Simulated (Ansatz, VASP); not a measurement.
# Cross-check of PbS (Galena) between VASP and Ansatz, part 2 of 2

Wanted: the spread between two codes on one cell, functional and k mesh. The cell is taken from a series of VASP runs on this material, whose earlier steps may have relaxed, scaled or displaced it; both programs get it as it stands. Other levels of theory on this material are compared in a session of their own.

VASP 6.6.1 and Ansatz 0.2.0.

So far. Step 2 (VASP: band structure, PBE): The run ends at a pressure of 1.85 GPa.

## (5) VASP: band structure, r2SCAN, spin-orbit coupling

Level of this step: r2SCAN, spin-orbit coupling; plane waves and PAW (Pb_d, S) (VASP).

Levels along a path test the potential and the projectors away from the mesh points.

INCAR reads:

```
SYSTEM = PbS
PREC = Accurate
ENCUT = 350
EDIFF = 1E-06
NELM = 100
ISMEAR = 0
SIGMA = 0.03
LREAL = .FALSE.
ALGO = Normal
METAGGA = R2SCAN
LASPH = .TRUE.
LNONCOLLINEAR = .TRUE.
MAGMOM = 0 0 0 0 0 0
NBANDS = 32
GGA_COMPAT = .FALSE.
LSORBIT = .TRUE.
LORBIT = 11
LWAVE = .FALSE.
LCHARG = .FALSE.
KPAR = 4
```

POSCAR reads:

```
PbS
1.0
    0.0000000000      2.9657500000      2.9657500000
    2.9657500000      0.0000000000      2.9657500000
    2.9657500000      2.9657500000      0.0000000000
Pb S
1 1
Direct
    0.0000000000      0.0000000000      0.0000000000
    0.5000000000      0.5000000000      0.5000000000
```

KPOINTS reads:

```
Automatic mesh
0
Gamma
6 6 6
0 0 0
```

KPOINTS_OPT reads:

```
Line mode
10
Line-mode
Reciprocal
  0.00000000   0.00000000   0.00000000 GAMMA
  0.50000000   0.00000000   0.50000000 X

  0.50000000   0.00000000   0.50000000 X
  0.50000000   0.25000000   0.75000000 W

  0.50000000   0.25000000   0.75000000 W
  0.37500000   0.37500000   0.75000000 K

  0.37500000   0.37500000   0.75000000 K
  0.00000000   0.00000000   0.00000000 GAMMA

  0.00000000   0.00000000   0.00000000 GAMMA
  0.50000000   0.50000000   0.50000000 L

  0.50000000   0.50000000   0.50000000 L
  0.62500000   0.25000000   0.62500000 U

  0.62500000   0.25000000   0.62500000 U
  0.50000000   0.25000000   0.75000000 W

  0.50000000   0.25000000   0.75000000 W
  0.50000000   0.50000000   0.50000000 L

  0.50000000   0.50000000   0.50000000 L
  0.37500000   0.37500000   0.75000000 K

  0.62500000   0.25000000   0.62500000 U
  0.50000000   0.00000000   0.50000000 X
```

PAW data sets: Pb_d and S (PBE family, release 64).

The run is started by

```
mpirun -np 4 vasp_ncl
```

Numbers of over 12 decimals in the logs are rounded to 6 here.

The program printed:

```text
[banner, memory and clock lines left out]
running    4 mpi-ranks, on    1 nodes
[...]
|                                                                             |
|               ----> ADVICE to this user running VASP <----                  |
|                                                                             |
|     You enforced a specific xc type in the INCAR file but a different       |
|     [... a line on the potential file left out ...]
|     I HOPE YOU KNOW WHAT YOU ARE DOING!                                     |
|                                                                             |

 LDA part: xc-table for (None), standard interpolation
 POSCAR, INCAR and KPOINTS ok, starting setup
[...]
entering main loop
       N       E                     dE             d eps       ncg     rms          rms(c)
DAV:   1     0.130114729128E+03    0.13011E+03   -0.74969E+03  1024   0.102E+03
DAV:   2    -0.517759568328E+02   -0.18189E+03   -0.17348E+03  1104   0.331E+02
[...]
DAV:  14    -0.659616886879E+02   -0.50178E-06   -0.24905E-06  1208   0.216E-02
   1 F= -.65961689E+02 E0= -.65961689E+02  d E =-.282184E-10  mag=     0.0000     0.0000    -0.0000
 Start KPOINTS_OPT (optional k-point list driver)
k-point batch [1-16\100]
       N       E                     dE             ncg
DAV:   1     0.129631919674E+04   -0.43100E+04     1032
DAV:   2    -0.163496809809E+04   -0.29313E+04     1064
DAV:   3    -0.192944874710E+04   -0.29448E+03     1328
DAV:   4    -0.193977622643E+04   -0.10327E+02     1256
DAV:   5    -0.194028790819E+04   -0.51168E+00     1600
DAV:   6    -0.194029365497E+04   -0.57468E-02     1336
DAV:   7    -0.194029380069E+04   -0.14572E-03     1632
DAV:   8    -0.194029380227E+04   -0.15793E-05     1240
DAV:   9    -0.194029380233E+04   -0.60392E-07      880
[...]
k-point batch [97-100\100]
       N       E                     dE             ncg
DAV:   1     0.691599855679E+04   -0.18705E+04      256
DAV:   2     0.618213691389E+04   -0.73386E+03      264
DAV:   3     0.611389852138E+04   -0.68238E+02      344
DAV:   4     0.611158450682E+04   -0.23140E+01      320
DAV:   5     0.611148529114E+04   -0.99216E-01      400
DAV:   6     0.611148381460E+04   -0.14765E-02      352
DAV:   7     0.611148378371E+04   -0.30885E-04      400
DAV:   8     0.611148378329E+04   -0.42620E-06      328
```

OUTCAR, selected parts (step 5):

```text
  Total        0.2458561      0.2458561      0.2458561     -0.0000000      0.0000000      0.0000000
  in kB        7.5501919      7.5501919      7.5501919     -0.0000000      0.0000000      0.0000000
  external PRESSURE =       7.5501919 kB  Pullay stress =       0.0000000 kB

 POSITION                                       TOTAL-FORCE (eV/Angst)
 -----------------------------------------------------------------------------------
      0.00000      0.00000      0.00000        -0.000000      0.000000     -0.000000
      2.96575      2.96575      2.96575         0.000000     -0.000000      0.000000
 -----------------------------------------------------------------------------------
    total drift:                               -0.000000      0.000000      0.000000

  FREE ENERGIE OF THE ION-ELECTRON SYSTEM (eV)
  ---------------------------------------------------
  free  energy   TOTEN  =       -65.9616886879 eV

  energy  without entropy=      -65.9616886879  energy(sigma->0) =      -65.96168869

 magnetization (x)
# of ion       s       p       d       tot
------------------------------------------
    1        0.000   0.000   0.000   0.000
    2       -0.000  -0.000   0.000  -0.000
--------------------------------------------------
tot         -0.000  -0.000   0.000  -0.000

 magnetization (y)
# of ion       s       p       d       tot
------------------------------------------
    1        0.000   0.000  -0.000   0.000
    2       -0.000   0.000   0.000   0.000
--------------------------------------------------
tot          0.000   0.000  -0.000   0.000

 magnetization (z)
# of ion       s       p       d       tot
------------------------------------------
    1        0.000  -0.000   0.000   0.000
    2        0.000  -0.000   0.000   0.000
--------------------------------------------------
tot          0.000  -0.000   0.000   0.000

[... 1 part as in an earlier step ...]

[... 2 further parts left out ...]
[key lines of the parts left out:]
E-fermi :   5.8123
```

The run ends at a pressure of 0.76 GPa.

## (6) Ansatz: band structure, r2SCAN, spin-orbit coupling

The same cell, functional, mesh and smearing now go to Ansatz, which takes its cutoff from its data sets.

The cell is taken from a series of VASP runs on this material, whose earlier steps may have relaxed, scaled or displaced it; both programs get it as it stands.

input.yaml reads:

```yaml
crystal:
  lattice:
    - [0.0, 2.96575, 2.96575]
    - [2.96575, 0.0, 2.96575]
    - [2.96575, 2.96575, 0.0]
  atoms:
    - { symbol: Pb, position: [0.0, 0.0, 0.0] }
    - { symbol: S, position: [0.5, 0.5, 0.5] }
hamiltonian:
  xc: r2scan
  pseudopotentials: { kind: paw_fr }
magnetization:
  noncollinear: true
  spin_orbit: true
kpoints:
  mp_grid: { grid: [6, 6, 6] }
  band_path:
    path:
      - [0.0, 0.0, 0.0]
      - [0.16667, 0.0, 0.16667]
      - [0.33333, 0.0, 0.33333]
      - [0.5, 0.0, 0.5]
      - [0.5, 0.08333, 0.58333]
      - [0.5, 0.19444, 0.69444]
      - [0.5, 0.25, 0.75]
      - [0.45833, 0.29167, 0.75]
      - [0.40278, 0.34722, 0.75]
      - [0.375, 0.375, 0.75]
      - [0.20833, 0.20833, 0.41667]
      - [0.08333, 0.08333, 0.16667]
      - [0.0, 0.0, 0.0]
      - [0.22222, 0.22222, 0.22222]
      - [0.38889, 0.38889, 0.38889]
      - [0.5, 0.5, 0.5]
      - [0.51389, 0.47222, 0.51389]
      - [0.55556, 0.38889, 0.55556]
      - [0.61111, 0.27778, 0.61111]
      - [0.61111, 0.25, 0.63889]
      - [0.56944, 0.25, 0.68056]
      - [0.51389, 0.25, 0.73611]
      - [0.5, 0.27778, 0.72222]
      - [0.5, 0.38889, 0.61111]
      - [0.5, 0.47222, 0.52778]
      - [0.48611, 0.48611, 0.52778]
      - [0.43056, 0.43056, 0.63889]
      - [0.38889, 0.38889, 0.72222]
      - [0.59722, 0.19444, 0.59722]
      - [0.55556, 0.11111, 0.55556]
      - [0.5, 0.0, 0.5]
    npoints: 1
scf:
  occupations: { method: gaussian, width: 0.03 }
  n_extra_bands: 14
output:
  forces: true
  stress: true
  eigenvalues: true
```

The run is started by

```
ansatz run input.yaml --threads 2 --pin off --max-ram 4608MiB --backend cpu --events-out ev --progress --plain --runs-dir out
```

The program printed:

```text
[...]
non-collinear run that drives no moment, with spin-orbit: no starting moment large enough to seed its density (crystal.atoms[].spin), no starting occupations that ask for one, no magnetisation constraint and no magnetic field, so the semilocal B_xc is pinned to zero
Crystal: 2 atoms, lattice volume = 52.172 Å³
[...]
k-point 1: bands = [... 16 lower, 6.0816, 6.0816, 6.5793, 6.5793, 11.0008, 11.0008, 12.6989, 12.6989, ... 10 higher]
  k-point 2: bands = [... 16 lower, 6.2428, 6.2428, 7.5399, 7.5399, 9.4566, 9.4566, 10.8530, 10.8530, ... 10 higher]
  k-point 15: bands = [... 16 lower, 4.1182, 4.1182, 6.3701, 6.3701, 11.3794, 11.3794, 12.9133, 12.9133, ... 10 higher]
[key lines of the parts left out:]
SCF converged after 7 iterations
Magnetization: |M| = 0.0000 μB,  M = (+0.0000, +0.0000, +0.0000) μB
Free energy (F): -12794.102626 eV
Fermi energy:    8.378811 eV
P = ⅓ Tr σ = 0.9311 GPa (9.311 kbar)
```

It took 24 s on 2 threads of Arm Neoverse N1, shared host; peak memory 0.6 GiB; 46 s of CPU time.

## (7) Comparison

What differs besides the data sets and the points named for the pairs above, as far as they apply: spin-orbit coupling enters by fully relativistic files in Ansatz and inside the spheres in VASP; VASP keeps PBE cores, Ansatz makes them for the functional; the cutoff is 500 eV in Ansatz and 350 eV in VASP. Total energies have different zeros and are not compared.

Both answers:

| quantity | Ansatz | VASP | difference |
| --- | --- | --- | --- |
| pressure (GPa) | 0.93 | 0.76 | +0.18 |
| gap over the path points (eV) | 0.115 | 0.247 | -0.132 |

Levels at points of the path, from each program's valence-band top (eV; 8 filled, then empty):

| k (reciprocal lattice) | Ansatz | VASP |
| --- | --- | --- |
| 0.000 0.000 0.000 | -6.07 -6.07 -2.66 -2.66 -2.30 -2.30 -2.30 -2.30 3.71 3.71 6.30 6.30 6.30 6.30 | -6.09 -6.09 -2.60 -2.60 -2.28 -2.28 -2.28 -2.28 3.95 3.95 6.30 6.30 6.30 6.30 |
| 0.167 0.000 0.167 | -6.92 -6.92 -2.91 -2.91 -2.62 -2.62 -1.23 -1.23 2.13 2.13 4.71 4.71 5.66 5.66 | -6.94 -6.94 -2.86 -2.86 -2.60 -2.60 -1.21 -1.21 2.26 2.26 4.79 4.79 5.68 5.68 |
| 0.333 0.000 0.333 | -7.57 -7.57 -3.70 -3.70 -3.27 -3.27 -3.23 -3.23 3.57 3.57 4.56 4.56 5.18 5.18 | -7.59 -7.59 -3.63 -3.63 -3.26 -3.26 -3.21 -3.21 3.70 3.70 4.57 4.57 5.25 5.25 |
| 0.500 0.000 0.500 | -7.29 -7.29 -5.49 -5.49 -3.84 -3.84 -3.52 -3.52 4.15 4.15 4.79 4.79 6.31 6.31 | -7.33 -7.33 -5.45 -5.45 -3.79 -3.79 -3.51 -3.51 4.17 4.17 4.99 4.99 6.33 6.33 |
| 0.500 0.083 0.583 | -7.54 -7.54 -5.39 -5.39 -3.86 -3.86 -3.11 -3.11 4.10 4.10 4.61 4.61 5.95 5.95 | -7.57 -7.57 -5.35 -5.35 -3.83 -3.83 -3.09 -3.09 4.18 4.18 4.72 4.72 5.97 5.97 |
| 0.500 0.194 0.694 | -8.02 -8.02 -5.01 -5.01 -4.34 -4.34 -1.56 -1.56 2.61 2.61 4.68 4.68 5.31 5.31 | -8.05 -8.05 -4.97 -4.97 -4.31 -4.31 -1.54 -1.54 2.72 2.72 4.72 4.72 5.35 5.35 |
| 0.500 0.250 0.750 | -8.10 -8.10 -4.85 -4.85 -4.52 -4.52 -1.15 -1.15 2.15 2.15 4.83 4.83 5.13 5.13 | -8.12 -8.12 -4.79 -4.79 -4.51 -4.51 -1.14 -1.14 2.25 2.25 4.88 4.88 5.15 5.15 |
| 0.458 0.292 0.750 | -8.11 -8.11 -4.92 -4.92 -4.28 -4.28 -1.42 -1.42 2.39 2.39 4.68 4.68 5.24 5.24 | -8.13 -8.13 -4.88 -4.88 -4.25 -4.25 -1.40 -1.40 2.50 2.50 4.73 4.73 5.27 5.27 |
| 0.403 0.347 0.750 | -8.13 -8.13 -5.04 -5.04 -3.49 -3.49 -2.28 -2.28 3.05 3.05 4.43 4.43 5.43 5.43 | -8.16 -8.16 -5.00 -5.00 -3.46 -3.46 -2.26 -2.26 3.17 3.17 4.48 4.48 5.47 5.47 |
| 0.375 0.375 0.750 | -8.14 -8.14 -5.06 -5.06 -3.20 -3.20 -2.59 -2.59 3.19 3.19 4.39 4.39 5.47 5.47 | -8.17 -8.17 -5.02 -5.02 -3.16 -3.16 -2.57 -2.57 3.31 3.31 4.44 4.44 5.51 5.51 |

Among the levels compared at these points, filled levels agree within 68 meV and empty ones within 242 meV.

## (8) Summary of results

| Quantity | Value |
| --- | --- |
| difference in gap over the path points (band structure, PBE) | -0.0071 eV |
| difference in gap over the path points (band structure, r2SCAN, spin-orbit coupling) | -0.13 eV |

The difference in gap over the path points is -0.13 eV (band structure, r2SCAN, spin-orbit coupling), beyond the 0.08 eV picked in this series as the mark of a large difference. 7 further runs of this series are not shown here. Such differences can come from data sets, numerical settings and the points named under the comparisons, not from the functional's error against experiment.

[Lines on the potential files, build, host, timing and source positions are cut from VASP's logs without a mark.]

[Logs are printed without paths, hosts, clocks, repeated set-up lines and the standing remarks that a program may print on its own settings, such as how far it seeks lower states.]

[Hosts, paths, dates, database ids (printed as entryN), source tags and the programs' standing remarks are cut or masked in the printed files.]
